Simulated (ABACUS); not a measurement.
As under changes of volume

One of the cells (22.434 Å³/atom); the others are scaled copies at fixed shape and fractional positions:

```
As
1.0
     1.82500   -5.50000    0.00000
     1.82500    5.50000    0.00000
     0.00000    0.00000    4.47000
As
4
Direct
  0.39000 0.61000 0.56000
  0.89000 0.11000 0.94000
  0.61000 0.39000 0.44000
  0.11000 0.89000 0.06000
```

This isn't the form of As at room conditions, which is rhombohedral.

| Quantity | Value |
| --- | --- |
| Program | ABACUS 3.10.1 |
| Functional | PBEsol |
| Potentials or basis | PseudoDojo NC SR 0.4.1 PBEsol standard |
| Cutoff | 1143 eV |
| Density cutoff | 4572 eV |
| Basis | plane waves |
| k mesh | 8 × 8 × 6 |
| Occupations | fermi-dirac, width 0.05 eV |
| Spin | no spin polarisation |

```tsv
volume (Å³/atom)	energy over the lowest point (meV/atom)	pressure (GPa)	largest force (eV/Å)
21.088	18.06	4.7	0.554
21.536	7.40	2.9	0.367
21.985	?	?	?
22.434	0.00	-0.2	0.115
22.882	2.36	-1.5	0.193
23.331	8.25	-2.7	0.322
23.780	17.34	-3.8	0.450
```

Problem. What does the run at 21.985 Å³/atom give?

Solution. Energy over the lowest point 1.54 meV/atom; pressure 1.3 GPa; largest force 0.204 eV/Å.

Worked out: A Birch-Murnaghan fit of order 3 (a polynomial in V^(-2/3)) to the other rows has its minimum at 22.38 Å³/atom with B0 = V·E''(V) = 70 GPa and B' = 4.1 at fixed shape and positions, which overstates the stiffness. It gives 1.53 meV/atom at 21.985 Å³/atom, against the run's 1.54, and -dE/dV = 1.3 GPa, against 1.3.

Energies are extrapolated to zero smearing.
